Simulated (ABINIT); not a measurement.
# Mn3Si (Fm-3m) in ABINIT: single point with LDA

Aim: the single point of Mn3Si with LDA.

All numbers are computed with ABINIT 10.8.3 (patched build); they aren't measurements. Logs are shortened: lines on timing, memory, paths and dates and some standing lists are left out, and cuts for length are marked. The log counts tension as positive stress, the text compression.

### Step 1. The structure

Symmetry: Fm-3m, No. 225, cubic system. The conventional cell has a = 5.722 Å, b = 5.722 Å, c = 5.722 Å, α = 90.00°, β = 90.00°, γ = 90.00°. Around Mn (site symmetry -43m) lie 4 Mn at 2.48 Å and 4 Si at 2.48 Å. Around Mn (site symmetry m-3m) lie 8 Mn at 2.48 Å. Si (site symmetry m-3m) has 8 Mn at 2.48 Å as nearest neighbours.

### Step 2. Single point, LDA, collinear spin, ferromagnetic start

Input file run.abi:

```
# Pseudopotentials
pp_dirpath "./"
pseudos "Mn.upf, Si.upf"

# Structure
acell 3*1.0 Angstrom
rprim
     0.0000000000     2.8610000000     2.8610000000
     2.8610000000     0.0000000000     2.8610000000
     2.8610000000     2.8610000000     0.0000000000
ntypat 2
znucl 25 14
natom 4
typat 1 1 1 2
xred
     0.7500000000     0.7500000000     0.7500000000
     0.2500000000     0.2500000000     0.2500000000
     0.5000000000     0.5000000000     0.5000000000
     0.0000000000     0.0000000000     0.0000000000

# Plane-wave basis
ecut 46.0

# k points
kptopt 1
ngkpt 6 6 6
nshiftk 1
shiftk 0.0 0.0 0.0

# Exchange and correlation
ixc 7

# Bands and occupations
nband 33
occopt 3
tsmear 0.05 eV

# Spin
nsppol 2
spinat
     0.0000000000     0.0000000000     4.0000000000
     0.0000000000     0.0000000000     4.0000000000
     0.0000000000     0.0000000000     4.0000000000
     0.0000000000     0.0000000000     0.0000000000

# SCF cycle
nstep 100
tolvrs 1.0e-10

# Output
iomode 3
prtwf 0
prtden 0
prteig 0
prtebands 0
enunit 1
```

Potentials or basis: PseudoDojo NC SR LDA v0.4.1 standard.

On the command line:

```console
mpirun --bind-to none -np 4 abinit run.abi > log 2>&1
```

run.abo:

```text
.Version 10.8.3 of ABINIT
 Symmetries : space group Fm -3 m (#225); Bravais cF (face-center cubic)
================================================================================
 Values of the parameters that define the memory need of the present run
     intxc =       0    ionmov =       0      iscf =       7    lmnmax =       6
     lnmax =       6     mgfft =      48  mpssoang =       3    mqgrid =    3001
     natom =       4  nloc_mem =       1    nspden =       2   nspinor =       1
    nsppol =       2      nsym =      48    n1xccc =    2501    ntypat =       2
    occopt =       3   xclevel =       1
       mpw =        4730          nfft =      110592          nkpt =          16
================================================================================
================================================================================

--------------------------------------------------------------------------------
------------- Echo of variables that govern the present computation ------------
--------------------------------------------------------------------------------
 -outvars: echo values of preprocessed input variables --------
            acell      1.8897261259E+00  1.8897261259E+00  1.8897261259E+00 Bohr
              amu      5.49380500E+01  2.80855000E+01
             ecut      4.60000000E+01 Hartree
           enunit           1
              ixc           7
         kptrlatt        6    0    0      0    6    0      0    0    6
          kptrlen      4.58757284E+01
            natom           4
            nband          33
            ngfft          48      48      48
             nkpt          16
           nspden           2
           nsppol           2
            nstep         100
             nsym          48
           ntypat           2
           occopt           3
           prtden           0
        prtebands           0
           prteig           0
            prtwf           0
            rprim      0.0000000000E+00  2.8610000000E+00  2.8610000000E+00
                       2.8610000000E+00  0.0000000000E+00  2.8610000000E+00
                       2.8610000000E+00  2.8610000000E+00  0.0000000000E+00
          spgroup         225
           spinat      0.0000000000E+00  0.0000000000E+00  4.0000000000E+00
                       0.0000000000E+00  0.0000000000E+00  4.0000000000E+00
                       0.0000000000E+00  0.0000000000E+00  4.0000000000E+00
                       0.0000000000E+00  0.0000000000E+00  0.0000000000E+00
           tolvrs      1.00000000E-10
           tsmear      1.83746611E-03 Hartree
            typat      1  1  1  2
           xangst      4.2915000000E+00  4.2915000000E+00  4.2915000000E+00
                       1.4305000000E+00  1.4305000000E+00  1.4305000000E+00
                       2.8610000000E+00  2.8610000000E+00  2.8610000000E+00
                       0.0000000000E+00  0.0000000000E+00  0.0000000000E+00
            xcart      8.1097596693E+00  8.1097596693E+00  8.1097596693E+00
                       2.7032532231E+00  2.7032532231E+00  2.7032532231E+00
                       5.4065064462E+00  5.4065064462E+00  5.4065064462E+00
                       0.0000000000E+00  0.0000000000E+00  0.0000000000E+00
             xred      7.5000000000E-01  7.5000000000E-01  7.5000000000E-01
                       2.5000000000E-01  2.5000000000E-01  2.5000000000E-01
                       5.0000000000E-01  5.0000000000E-01  5.0000000000E-01
                       0.0000000000E+00  0.0000000000E+00  0.0000000000E+00
            znucl       25.00000   14.00000

================================================================================

 chkinp: Checking input parameters for consistency.

================================================================================
== DATASET  1 ==================================================================

--- !DatasetInfo
iteration_state: {dtset: 1, }
dimensions: {natom: 4, nkpt: 16, mband: 33, nsppol: 2, nspinor: 1, nspden: 2, mpw: 4730, }
cutoff_energies: {ecut:  46.0, pawecutdg:  -1.0, }
electrons: {nelect:   4.90000000E+01, charge:   0.00000000E+00, occopt:   3.00000000E+00, tsmear:   1.83746611E-03, }
meta: {optdriver: 0, ionmov: 0, optcell: 0, iscf: 7, paral_kgb: 0, }
...

 Exchange-correlation functional for the present dataset will be:
  LDA: Perdew-Wang 92 LSD fit to Ceperley-Alder data - ixc=7
  J.P.Perdew and Y.Wang, PRB 45, 13244 (1992)

 Real(R)+Recip(G) space primitive vectors, cartesian coordinates (Bohr,Bohr^-1):
 R(1)=  0.0000000  5.4065064  5.4065064  G(1)= -0.0924812  0.0924812  0.0924812
 R(2)=  5.4065064  0.0000000  5.4065064  G(2)=  0.0924812 -0.0924812  0.0924812
 R(3)=  5.4065064  5.4065064  0.0000000  G(3)=  0.0924812  0.0924812 -0.0924812
 Unit cell volume ucvol=  3.1606774E+02 bohr^3
 Angles (23,13,12)=  6.00000000E+01  6.00000000E+01  6.00000000E+01 degrees

 getcut: wavevector=  0.0000  0.0000  0.0000  ngfft=  48  48  48
         ecut(hartree)=     46.000   => boxcut(ratio)=   2.05620

--- Pseudopotential description ------------------------------------------------
- pspini: atom type   1  psp file is ./Mn.upf
12 -1012 2 -1 1430                            pspcod,pspxc,lmax,lloc,mmax
     nproj     2     2     2

[... 70 lines left out ...]
iteration_state: {dtset: 1, }
comment   : Summary of ground state results
lattice_vectors:
- [  0.0000000,   5.4065064,   5.4065064, ]
- [  5.4065064,   0.0000000,   5.4065064, ]
- [  5.4065064,   5.4065064,   0.0000000, ]
lattice_lengths: [   7.64595,    7.64595,    7.64595, ]
lattice_angles: [ 60.000,  60.000,  60.000, ] # degrees, (23, 13, 12)
lattice_volume:   3.1606774E+02
convergence: {deltae:  1.631E-11, res2:  2.859E-11, residm:  7.709E-06, diffor: null, }
etotal    :  -3.30715208E+02
entropy   :   0.00000000E+00
fermie    :   4.44043460E-01
cartesian_stress_tensor: # hartree/bohr^3
- [  7.95425743E-04,   0.00000000E+00,   0.00000000E+00, ]
- [  0.00000000E+00,   7.95425743E-04,   0.00000000E+00, ]
- [  0.00000000E+00,   0.00000000E+00,   7.95425743E-04, ]
pressure_GPa:  -2.3402E+01
xred      :
- [  7.5000E-01,   7.5000E-01,   7.5000E-01, Mn]
- [  2.5000E-01,   2.5000E-01,   2.5000E-01, Mn]
- [  5.0000E-01,   5.0000E-01,   5.0000E-01, Mn]
- [  0.0000E+00,   0.0000E+00,   0.0000E+00, Si]
cartesian_forces: # hartree/bohr
- [ -1.31318592E-30,  -5.35001672E-31,   1.79955108E-30, ]
- [  1.99409714E-30,  -3.40455609E-31,  -1.11863986E-30, ]
- [ -3.40455609E-31,   4.37728640E-31,  -3.40455609E-31, ]
- [ -3.40455609E-31,   4.37728640E-31,  -3.40455609E-31, ]
force_length_stats: {min:   6.50712230E-31, max:   2.31164196E-30, mean:   1.47603773E-30, }
...

 Integrated electronic and magnetization densities in atomic spheres:
 ------------------------------------------------------------------------------------------------------------
 Radius=ratsph(iatom), smearing ratsm=  0.0000. Diff(up-dn)=approximate z local magnetic moment.
    Atom    Radius    up_density   dn_density  Total(up+dn)  Diff(up-dn)
    1 Mn   2.00000     6.176531     6.887109     13.063641    -0.710578
    2 Mn   2.00000     6.176531     6.887109     13.063641    -0.710578
    3 Mn   2.00000     7.684742     5.319583     13.004325     2.365159
    4 Si   2.00000     0.919816     0.886202      1.806018     0.033615
 ------------------------------------------------------------------------------------------------------------
  Sum:                20.957621    19.980003     40.937624     0.977618
 Total magnetization (from the atomic spheres):                0.977618
 Total magnetization (exact up - dn):                          1.044443

================================================================================

 ----iterations are completed or convergence reached----

 Mean square residual over all n,k,spin=   19.963E-09; max=  77.092E-07
 reduced coordinates (array xred) for    4 atoms
       0.750000000000      0.750000000000      0.750000000000
       0.250000000000      0.250000000000      0.250000000000
       0.500000000000      0.500000000000      0.500000000000
       0.000000000000      0.000000000000      0.000000000000
 rms dE/dt=  5.7929E-30; max dE/dt=  1.0518E-29; dE/dt below (all hartree)
    1      -0.000000000000     -0.000000000000      0.000000000000
    2       0.000000000000     -0.000000000000     -0.000000000000
    3       0.000000000000      0.000000000000      0.000000000000
    4       0.000000000000      0.000000000000      0.000000000000

 cartesian coordinates (angstrom) at end:
    1      4.29150000000000     4.29150000000000     4.29150000000000
    2      1.43050000000000     1.43050000000000     1.43050000000000
    3      2.86100000000000     2.86100000000000     2.86100000000000
    4      0.00000000000000     0.00000000000000     0.00000000000000

 cartesian forces (hartree/bohr) at end:
    1     -0.00000000000000    -0.00000000000000     0.00000000000000
    2      0.00000000000000    -0.00000000000000    -0.00000000000000
    3     -0.00000000000000     0.00000000000000    -0.00000000000000
    4     -0.00000000000000     0.00000000000000    -0.00000000000000
 frms,max,avg= 9.7637124E-31 1.9940971E-30   0.000E+00  0.000E+00  0.000E+00 h/b

 cartesian forces (eV/Angstrom) at end:
    1     -0.00000000000000    -0.00000000000000     0.00000000000000
    2      0.00000000000000    -0.00000000000000    -0.00000000000000
    3     -0.00000000000000     0.00000000000000    -0.00000000000000
    4     -0.00000000000000     0.00000000000000    -0.00000000000000
 frms,max,avg= 5.0207028E-29 1.0254060E-28   0.000E+00  0.000E+00  0.000E+00 e/A
 length scales=  1.889726125908  1.889726125908  1.889726125908 bohr
              =  1.000000000000  1.000000000000  1.000000000000 angstroms
 Fermi (or HOMO) energy (eV) =  12.08304   Average Vxc (eV)= -13.59384
 Eigenvalues (   eV  ) for nkpt=  16  k points, SPIN UP:
 kpt#   1, nband= 33, wtk=  0.00463, kpt=  0.0000  0.0000  0.0000 (reduced coord)
 -67.52788  -65.82921  -65.80466  -36.72180  -36.72180  -36.72180  -34.98870  -34.98870
 -34.98870  -34.89021  -34.89021  -34.89021    1.12386    8.30270    8.30270    8.49026
   8.49026    8.49026    9.52439    9.52439    9.52439   12.07481   12.07481   12.81419
  12.81419   12.81419   13.36265   13.36265   15.46062   16.81660   16.81660   16.81660
  18.09126
 prteigrs : prtvol=0 or 1, do not print more k-points.

 Eigenvalues (   eV  ) for nkpt=  16  k points, SPIN DOWN:
 kpt#   1, nband= 33, wtk=  0.00463, kpt=  0.0000  0.0000  0.0000 (reduced coord)
 -66.53229  -66.50074  -65.13739  -35.70814  -35.70814  -35.70814  -35.64181  -35.64181
 -35.64181  -34.22650  -34.22650  -34.22650    1.17487    8.18768    8.18768    8.18768
   8.72801    8.72801   10.73598   10.73598   10.73598   12.25109   12.25109   12.25109
  12.81595   12.81595   13.70278   13.70278   15.72406   16.51099   16.51099   16.51099
  18.65604
 prteigrs : prtvol=0 or 1, do not print more k-points.

--- !EnergyTerms
iteration_state     : {dtset: 1, }
comment             : Components of total free energy in Hartree
kinetic             :  1.45631778087639E+02
hartree             :  8.63340305202775E+01
xc                  : -5.59212594154242E+01
Ewald energy        : -2.17492316442822E+02
psp_core            :  8.63194401233934E+00
local_psp           : -2.76156586341591E+02
non_local_psp       : -2.17416750308174E+01
internal            : -3.30714084610398E+02
'-kT*entropy'       : -1.12337213326013E-03
total_energy        : -3.30715207982531E+02
total_energy_eV     : -8.99921926183260E+03
band_energy         : -2.95346244203719E+01
...

 Cartesian components of stress tensor (hartree/bohr^3)
  sigma(1 1)=  7.95425743E-04  sigma(3 2)=  0.00000000E+00
  sigma(2 2)=  7.95425743E-04  sigma(3 1)=  0.00000000E+00
  sigma(3 3)=  7.95425743E-04  sigma(2 1)=  0.00000000E+00

-Cartesian components of stress tensor (GPa)         [Pressure= -2.3402E+01 GPa]
- sigma(1 1)=  2.34022333E+01  sigma(3 2)=  0.00000000E+00
- sigma(2 2)=  2.34022333E+01  sigma(3 1)=  0.00000000E+00
- sigma(3 3)=  2.34022333E+01  sigma(2 1)=  0.00000000E+00

== END DATASET(S) ==============================================================
================================================================================

 -outvars: echo values of variables after computation  --------
            acell      1.8897261259E+00  1.8897261259E+00  1.8897261259E+00 Bohr
           etotal     -3.3071520798E+02
            fcart     -1.3131859210E-30 -5.3500167152E-31  1.7995510769E-30
                       1.9940971393E-30 -3.4045560915E-31 -1.1186398586E-30
                      -3.4045560915E-31  4.3772864033E-31 -3.4045560915E-31
                      -3.4045560915E-31  4.3772864033E-31 -3.4045560915E-31
            rprim      0.0000000000E+00  2.8610000000E+00  2.8610000000E+00
                       2.8610000000E+00  0.0000000000E+00  2.8610000000E+00
                       2.8610000000E+00  2.8610000000E+00  0.0000000000E+00
           strten      7.9542574333E-04  7.9542574333E-04  7.9542574333E-04
                       0.0000000000E+00  0.0000000000E+00  0.0000000000E+00
           xangst      4.2915000000E+00  4.2915000000E+00  4.2915000000E+00
                       1.4305000000E+00  1.4305000000E+00  1.4305000000E+00
                       2.8610000000E+00  2.8610000000E+00  2.8610000000E+00
                       0.0000000000E+00  0.0000000000E+00  0.0000000000E+00
             xred      7.5000000000E-01  7.5000000000E-01  7.5000000000E-01
                       2.5000000000E-01  2.5000000000E-01  2.5000000000E-01
                       5.0000000000E-01  5.0000000000E-01  5.0000000000E-01
                       0.0000000000E+00  0.0000000000E+00  0.0000000000E+00
 Calculation completed.
```

Wall time 3.3 min (4 MPI ranks of Intel Xeon Platinum 8488C (Sapphire Rapids), shared host); peak memory 0.48 GiB.

Results:

| Property | Result |
| --- | --- |
| Free energy | -8999.2193 eV |
| Pressure | -23.4 GPa |
| Band gap on the k mesh | none (metal or under the smearing width) |
| Net moment | 1.04 μB per cell |
| Site moments | Mn -0.71, +2.37; Si +0.03 μB |
| Valence electrons inside the program's atomic spheres | Mn 13.06, 13.00; Si 1.81 |

Caveat: so large a pressure means that the cell lies far from this level's equilibrium, or that cutoff or potentials fall short.
